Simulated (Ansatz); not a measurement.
Input and output of a single-point calculation on zincblende BP (Ansatz 0.2.0, PBE). The cell was relaxed with r2SCAN and then strained, so it isn't that functional's minimum.

input.yaml:
```yaml
crystal:
  lattice:
    - [0.0, 2.2683156689, 2.2683156689]
    - [2.2683156689, 0.0, 2.2683156689]
    - [2.2683156689, 2.2683156689, 0.0]
  atoms:
    - { symbol: B, position: [0.0, 0.0, 0.0] }
    - { symbol: P, position: [0.25, 0.25, 0.25] }
kpoints:
  mp_grid: { grid: [10, 10, 10] }
  band_path:
    path:
      - [0.0, 0.0, 0.0]
      - [-0.5, -0.5, 0.0]
      - [-0.375, -0.375, 0.25]
      - [-0.375, 0.0, 0.375]
      - [0.0, 0.0, 0.5]
      - [-0.5, -0.25, 0.25]
      - [0.0, 0.414062, 0.414062]
    npoints: 1
hamiltonian:
  xc: pbe
scf:
  occupations: { method: fermi_dirac, width: 0.02 }
  n_extra_bands: 4
output:
  forces: true
  stress: true
  eigenvalues: true
  write_density: true
  write_potential: true
  elf: true
  volumetric_format: npy
```

Command: `ansatz run input.yaml --threads 2 --pin off --max-ram 29491MiB --backend cpu --events-out ev --progress --plain --runs-dir out`. It took 0.75 s on 2 threads of AMD EPYC 7R13 Processor (Zen 3), with other jobs on the host, load about 0.7 per core; peak host memory 0.42 GiB.

Question: Predict the output.

Answer: What the program printed (shortened):
```
Functional definition: PBE
Crystal: 2 atoms, lattice volume = 23.342 Å³
Basis set: ecut = 420 eV, 459 PW (Γ)
Bands: 8, of which v1, the nominal top of the filled ones, is band 4 counted from 1 (3 counted from 0)
Symmetry: 24 space group operations
Space group: F-43m (ITA 216)
k-points: 47 of 1000 (time reversal used)
preconditioner: auto → none  [insulator: Δε(μ)=1.238 eV  σ=0.020 eV  ℏωp=21.7 eV]
NSCF: frozen V_eff on 7 k-points
SCF converged after 6 iterations
Free energy (F): -912.446275 eV
Fermi energy:    9.890786 eV
--- Stress (GPa, compression-positive) ---
        1.282902       0.000000       0.000000
        0.000000       1.282902       0.000000
        0.000000       0.000000       1.282902
  P = ⅓ Tr σ = 1.2829 GPa (12.829 kbar)
```
The trailing digits, and the zero of the energies, depend on the potentials and thresholds.

The file bands.tsv (bands near the Fermi energy, numbered from 0, rounded):
```tsv
# k_distance	band_0	band_1	band_2	band_3	band_4	band_5	band_6	band_7
# fermi_ev = 9.890786
# [0, 0, 0] at k_distance = 0.000000
# [-0.5, -0.5, 0] at k_distance = 1.384989
# [-0.375, -0.375, 0.25] at k_distance = 1.874657
# [-0.375, 0, 0.375] at k_distance = 2.722786
# [0, 0, 0.5] at k_distance = 3.570915
# [-0.5, -0.25, 0.25] at k_distance = 4.550250
# [0, 0.414062, 0.414062] at k_distance = 6.007892
# levels_relative_to = fermi_ev
0.000	-16.079	-0.614	-0.614	-0.614	2.791	2.791	2.791	6.771
1.385	-11.220	-9.201	-4.730	-4.730	0.720	1.047	11.472	11.472
1.875	-11.224	-8.781	-6.840	-4.119	1.534	5.382	9.101	9.986
2.723	-11.224	-8.781	-6.840	-4.119	1.534	5.382	9.101	9.986
3.571	-12.752	-9.653	-2.372	-2.372	3.168	4.096	4.096	9.511
4.550	-10.946	-8.675	-6.290	-6.086	4.711	6.146	6.628	6.834
6.008	-12.211	-8.012	-4.563	-4.563	0.624	1.596	10.612	10.612
```
In order the rows are Γ, X, U, K, L, W, Γ–X (0.83).

Planar averages along the third cell vector, from rho_z.tsv and v_z.tsv (valence density with its augmentation; electrostatic potential energy of an electron, of which only differences have a meaning):
```csv
z (Å),ρ (e/Å³),v_es (eV)
0.00,0.452,-2.21
0.13,0.494,-3.98
0.27,0.521,-5.31
0.40,0.526,-6.02
0.53,0.508,-6.10
0.67,0.473,-5.68
0.80,0.430,-4.96
0.94,0.388,-3.99
1.07,0.352,-2.66
1.20,0.324,-0.84
1.34,0.303,1.40
1.47,0.282,3.81
1.60,0.261,6.10
1.74,0.240,7.95
1.87,0.222,9.21
2.00,0.210,9.88
2.14,0.206,10.11
2.27,0.211,9.91
2.41,0.225,9.18
2.54,0.247,7.84
2.67,0.277,6.00
2.81,0.314,3.93
2.94,0.356,1.83
3.07,0.403,-0.22
```

PBE gives an indirect gap of 1.24 eV, from Γ to Γ–X (0.83 of the way from Γ); the least direct gap is 3.41 eV at Γ. At this geometry PBE finds +1.28 GPa, compression counted positive: its own equilibrium volume is larger.

Spin-unpolarised throughout; all numbers are computed.
